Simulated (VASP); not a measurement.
# Al (Fm-3m) in VASP: a series of runs

One crystal, Al, is run at these levels: PBE; tasks: relaxation of cell and atoms.

Everything below comes from runs of VASP 6.6.1. Logs are shortened: lines on timing, memory, paths and dates and some standing lists are left out, and cuts for length are marked.

**1. Starting point**

It takes space group Fm-3m (No. 225, cubic). The conventional cell has a = 4.050 Å, b = 4.050 Å, c = 4.050 Å, α = 90.00°, β = 90.00°, γ = 90.00°. Al (site symmetry m-3m) is surrounded by 12 Al at 2.86 Å.

The cell was built by a generator and needn't be a form met in nature.

**2. Relaxation of cell and atoms, PBE**

The input, INCAR:

```
PREC = Accurate
ENCUT = 600
EDIFF = 1E-6
ISMEAR = 1
SIGMA = 0.1
LREAL = False
LASPH = True
NELM = 80
ALGO = Normal
ISIF = 3
LWAVE = False
LCHARG = False
GGA = PE
IBRION = 2
NSW = 90
EDIFFG = -0.01
```

The input, KPOINTS:

```
Automatic mesh
0
Gamma
  16 16 16
```

The input, POSCAR:

```
Al
1.0
    0.0000000000      2.0248050000      2.0248050000
    2.0248050000      0.0000000000      2.0248050000
    2.0248050000      2.0248050000      0.0000000000
Al
1
Direct
    0.0000000000      0.0000000000      0.0000000000
```

Potentials or basis: VASP PAW PBE potentials, release 64 (Al).

Command:

```console
cat potpaw_PBE.64/Al/POTCAR > POTCAR
mpirun -np 1 vasp_std > vasp.out
```

OUTCAR:

```text
PREC = Accurate
   ENCUT = 600
   EDIFF = 1E-6
   ISMEAR = 1
   LREAL = False
   LASPH = True
   NELM = 80
   ISIF = 3
   GGA = PE
   IBRION = 2
   NSW = 90
   EDIFFG = -0.01

 ion  position               nearest neighbor table
   1  0.000  0.000  0.000-

  LATTYP: Found a face centered cubic cell.
 ALAT       =     4.0496100000

  Lattice vectors:

 A1 = (   0.0000000000,   2.0248050000,   2.0248050000)
 A2 = (   2.0248050000,   0.0000000000,   2.0248050000)
 A3 = (   2.0248050000,   2.0248050000,   0.0000000000)

Analysis of symmetry for initial positions (statically):
=====================================================================
 Subroutine PRICEL returns:
 Original cell was already a primitive cell.

 Routine SETGRP: Setting up the symmetry group for a
 face centered cubic supercell.

 Subroutine GETGRP returns: Found 48 space group operations
 (whereof 48 operations were pure point group operations)
 out of a pool of 48 trial point group operations.

The static configuration has the point symmetry O_h .

Analysis of symmetry for dynamics (positions and initial velocities):
=====================================================================
 Subroutine PRICEL returns:
 Original cell was already a primitive cell.

 Routine SETGRP: Setting up the symmetry group for a
 face centered cubic supercell.

 Subroutine GETGRP returns: Found 48 space group operations
 (whereof 48 operations were pure point group operations)
 out of a pool of 48 trial point group operations.

The dynamic configuration has the point symmetry O_h .

 Subroutine INISYM returns: Found 48 space group operations
 (whereof 48 operations are pure point group operations),
 and found     1 'primitive' translations

----------------------------------------------------------------------------------------

                                     Primitive cell

  volume of cell :      16.6027

  direct lattice vectors                    reciprocal lattice vectors
     0.000000000  2.024805000  2.024805000    -0.246937359  0.246937359  0.246937359
     2.024805000  0.000000000  2.024805000     0.246937359 -0.246937359  0.246937359
     2.024805000  2.024805000  0.000000000     0.246937359  0.246937359 -0.246937359

  length of vectors
     2.863506692  2.863506692  2.863506692     0.427708053  0.427708053  0.427708053

  position of ions in fractional coordinates (direct lattice)
     0.000000000  0.000000000  0.000000000

  ion indices of the primitive-cell ions
   primitive index   ion index
                 1           1

----------------------------------------------------------------------------------------

 KPOINTS: Automatic mesh

Automatic generation of k-mesh.
 Grid dimensions read from file:
 generate k-points for:   16   16   16

 Generating k-lattice:

  Cartesian coordinates                     Fractional coordinates (reciprocal lattice)
    -0.015433585  0.015433585  0.015433585     0.062500000  0.000000000  0.000000000
     0.015433585 -0.015433585  0.015433585     0.000000000  0.062500000  0.000000000
     0.015433585  0.015433585 -0.015433585     0.000000000  0.000000000  0.062500000

  Length of vectors
     0.026731753  0.026731753  0.026731753

  Shift w.r.t. Gamma in fractional coordinates (k-lattice)
     0.000000000  0.000000000  0.000000000

 Subroutine IBZKPT returns following result:
 ===========================================

 Found    145 irreducible k-points:

 Following reciprocal coordinates:
            Coordinates               Weight
  0.000000  0.000000  0.000000      1.000000
  0.062500  0.000000  0.000000      8.000000
  0.125000  0.000000  0.000000      8.000000
  0.187500  0.000000  0.000000      8.000000
  0.250000  0.000000  0.000000      8.000000
  0.312500  0.000000  0.000000      8.000000
[... 16 lines left out ...]
 -0.125000  0.062500  0.000000     24.000000
 -0.062500  0.062500  0.000000     12.000000
 [... further k-points ...]
   k-points           NKPTS =    145   k-points in BZ     NKDIM =    145   number of bands    NBANDS=      5
   number of dos      NEDOS =    301   number of ions     NIONS =      1
   total plane-waves  NPLWV =  13824
   dimension x,y,z NGX =    24 NGY =   24 NGZ =   24
   dimension x,y,z NGXF=    48 NGYF=   48 NGZF=   48
   ions per type =               1
   NGX,Y,Z   is equivalent  to a cutoff of  13.93, 13.93, 13.93 a.u.
   NGXF,Y,Z  is equivalent  to a cutoff of  27.87, 27.87, 27.87 a.u.
 SYSTEM =  unknown system
   PREC   = accura    normal or accurate (medium, high low for compatibility)
   ISTART =      0    job   : 0-new  1-cont  2-samecut
   ICHARG =      2    charge: 1-file 2-atom 10-const
   ISPIN  =      1    spin polarized calculation?
   LNONCOLLINEAR =      F non collinear calculations
   LSORBIT =      F    spin-orbit coupling
   LASPH  =      T    aspherical Exc in radial PAW
   ENCUT  =  600.0 eV  44.10 Ry    6.64 a.u.   5.72  5.72  5.72*2*pi/ulx,y,z
   NELM   =     80;   NELMIN=  2; NELMDL= -5     # of ELM steps
   EDIFF  = 0.1E-05   stopping-criterion for ELM
   LREAL  =      F    real-space projection
   EDIFFG = -.1E-01   stopping-criterion for IOM
   NSW    =     90    number of steps for IOM
   IBRION =      2    ionic relax: 0-MD 1-quasi-New 2-CG
   NFREE  =      1    steps in history (QN), initial steepest desc. (CG)
   ISIF   =      3    stress and relaxation
   ISYM   =      2    0-nonsym 1-usesym 2-fastsym
   POTIM  = 0.5000    time-step for ionic-motion
   TEBEG  =    0.0;   TEEND  =   0.0 temperature during run
   PSTRESS=    0.0 pullay stress
   NELECT =       3.0000    total number of electrons
   NUPDOWN=      -1.0000    fix difference up-down
   EMIN   =  10.00;   EMAX   =-10.00  energy-range for DOS
   EFERMI =   0.00;   METHOD = LEGACY
   ISMEAR =     1;   SIGMA  =   0.10  broadening in eV -4-tet -1-fermi 0-gaus
   EFERMI_NEDOS =   21; number of points for ismear=-14 and -15
   IALGO  =     38    algorithm
   IMIX   =      4    mixing-type and parameters
     AMIX     =   0.40;   BMIX     =  1.00
     AMIX_MAG =   1.60;   BMIX_MAG =  1.00
  volume/ion in A,a.u.               =      16.60       112.04
  Fermi-wavevector in a.u.,A,eV,Ry     =   0.925526  1.748991 11.654733  0.856599
  Thomas-Fermi vector in A             =   2.051390
   LORBIT       =      0    0 simple, 1 ext, 2 COOP (PROOUT), +10 PAW based schemes
   GGA     = PE    functional components
   LHFCALC =     F    Hartree Fock is set to
   AEXX    =    0.0000 exact exchange contribution
   IVDW    =     0    specifies the selected vdW correction
   LEPSILON=     F    determine dielectric tensor
   LRPA    =     F    only Hartree local field effects (RPA)
 conjugate gradient relaxation of ions
 non-spin polarized calculation
 Methfessel and Paxton  Order N= 1 SIGMA  =   0.10
  energy-cutoff  :      600.00
  volume of cell :       16.60
 maximum number of plane-waves:       568
   NGX = 11   NGY = 11   NGZ = 11

--------------------------------------- Ionic step        1  -------------------------------------------

 number of electron       3.0000000 magnetization

 Free energy of the ion-electron system (eV)
  ---------------------------------------------------
  ext. energy  EPLUGINS =         0.00000000
  ---------------------------------------------------
  free energy    TOTEN  =        -3.75139554 eV

  energy without entropy =       -3.75174162  energy(sigma->0) =       -3.75151090

------------------------ aborting loop because EDIFF is reached ----------------------------------------

  FORCE on cell =-STRESS in cart. coord.  units (eV):
  Direction    XX          YY          ZZ          XY          YZ          ZX
  --------------------------------------------------------------------------------------
  -------------------------------------------------------------------------------------
  Total       -0.0622314     -0.0622314     -0.0622314     -0.0000000     -0.0000000     -0.0000000
  in kB       -6.0053833     -6.0053833     -6.0053833     -0.0000000     -0.0000000     -0.0000000
  external PRESSURE =      -6.0053833 kB  Pullay stress =       0.0000000 kB
[... 55 lines left out ...]
  energy  without entropy=       -3.7519746336  energy(sigma->0) =       -3.75174462

--------------------------------------- Ionic step        3  -------------------------------------------

 number of electron       3.0000000 magnetization

 Free energy of the ion-electron system (eV)
  ---------------------------------------------------
  ext. energy  EPLUGINS =         0.00000000
  ---------------------------------------------------
  free energy    TOTEN  =        -3.75163735 eV

  energy without entropy =       -3.75198218  energy(sigma->0) =       -3.75175229

 E-fermi :   8.0566     XC(G=0): -10.2021

 val. band max:        8.0180743512   @ k =  -0.2500   0.3125   0.1250
 cond. band min:       8.1334842834   @ k =   0.4375   0.4375   0.0000
 fundamental gap:      0.1154099322
 Fermi energy:         8.0565577064

 k-point     1 :       0.0000    0.0000    0.0000
  band No.  band energies     occupation
      1      -3.1294      2.00000
      2      20.6421      0.00000
      3      20.6421      0.00000
      4      20.6421      0.00000
      5      22.1449      0.00000

 k-point     2 :       0.0625    0.0000    0.0000
  band No.  band energies     occupation
      1      -3.0231      2.00000
      2      18.8558      0.00000
      3      20.2687      0.00000
      4      20.2687      0.00000
      5      22.6834      0.00000
[... 169 lines left out ...]
 k-point    24 :      -0.0625    0.0625    0.0000
  band No.  band energies     occupation
      1      -2.8462      2.00000
      2      17.7823      0.00000
      3      18.5265      0.00000
      4      20.9177      0.00000
      5      22.3193      0.00000

 [... further k-points ...]
[... 5 lines left out ...]
  --------------------------------------------------------------------------------------
  -------------------------------------------------------------------------------------
  Total        0.0008287      0.0008287      0.0008287      0.0000000     -0.0000000     -0.0000000
  in kB        0.0805840      0.0805840      0.0805840      0.0000000     -0.0000000     -0.0000000
  external PRESSURE =       0.0805840 kB  Pullay stress =       0.0000000 kB
[... 16 lines left out ...]
  FREE ENERGIE OF THE ION-ELECTRON SYSTEM (eV)
  ---------------------------------------------------
  free  energy   TOTEN  =        -3.7516373459 eV

  energy  without entropy=       -3.7519821796  energy(sigma->0) =       -3.75175229

 reached required accuracy - stopping structural energy minimisation
```

Wall time 9.4 s (1 thread of Intel Xeon Platinum 8259CL at 2.50GHz (Skylake/Cascade Lake), shared host); peak memory 0.14 GiB.

Results:

```yaml
Free_energy: -3.7516 eV
Relaxed_volume: 16.48 Å³/atom
Relaxed_cell: a = 2.856 Å, b = 2.856 Å, c = 2.856 Å, α = 60.00°, β = 60.00°, γ = 60.00°
Space_group_after_relaxing_to_0.05_Å: Fm-3m (No. 225)
Energy_gained_by_relaxing: 0.2 meV/atom
Ionic_steps: 3
Pressure_after_relaxing: 0.0 GPa
Band_gap_on_the_k_mesh: none (metal or under the smearing width)
```

Step by step:
```
step  energy change (eV)  largest force (eV/Å)  pressure (GPa)  volume (Å³)
   1              0.0000                0.0000           -0.60        16.60
   2             -0.0002                0.0000            0.11        16.45
   3             -0.0002                0.0000            0.01        16.48
```

Final structure:
```
CELL_PARAMETERS angstrom
0.00000 2.01964 2.01964
2.01964 0.00000 2.01964
2.01964 2.01964 0.00000
ATOMIC_POSITIONS crystal
Al 0.00000 0.00000 0.00000
```

(Continued in part 2 of 2.)
